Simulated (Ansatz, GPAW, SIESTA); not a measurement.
AlN: 6 runs at one level of theory

```
Al N
1.0
     0.00000    2.18399    2.18399
     2.18399    0.00000    2.18399
     2.18399    2.18399    0.00000
Al N
1 1
Direct
  0.00000 0.00000 0.00000
  0.25000 0.25000 0.25000
```

Measurements of this composition are mostly on another form, of space group No. 186.

Alike in all runs: task equation of state; functional PBE; k mesh 10 × 10 × 10; occupations fermi-dirac, width 0.05 eV; no spin polarisation; no spin-orbit coupling.

```csv
program and potentials,plane-wave cutoff (eV),notes,equilibrium volume (Å³/atom),bulk modulus (GPa)
"Ansatz, Ansatz PAW (files of its older set among them)",900,-,10.66,192.6
"Ansatz, JTH PAW",1320,-,10.69,194.2
"Ansatz, PseudoDojo standard",1143,-,10.65,192.9
"Ansatz, Ansatz PAW large core",420,-,?,?
"GPAW, GPAW PAW data sets (gpaw-data 1.2.1)",800,-,10.75,192.4
"SIESTA, files PseudoDojo sr-pbe-0.4.1-standard, TZP (energy shift 0.002 Ry; radii capped at 9.5 bohr)",-,atomic basis,10.73,194.3
```

Q: Estimate from the other rows what the run with Ansatz, Ansatz PAW large core gave.

A: Equilibrium volume 10.67 Å³/atom; bulk modulus 193.2 GPa. The other rows, which needn't bracket it: equilibrium volume 10.65 to 10.75; bulk modulus 192.4 to 194.3.
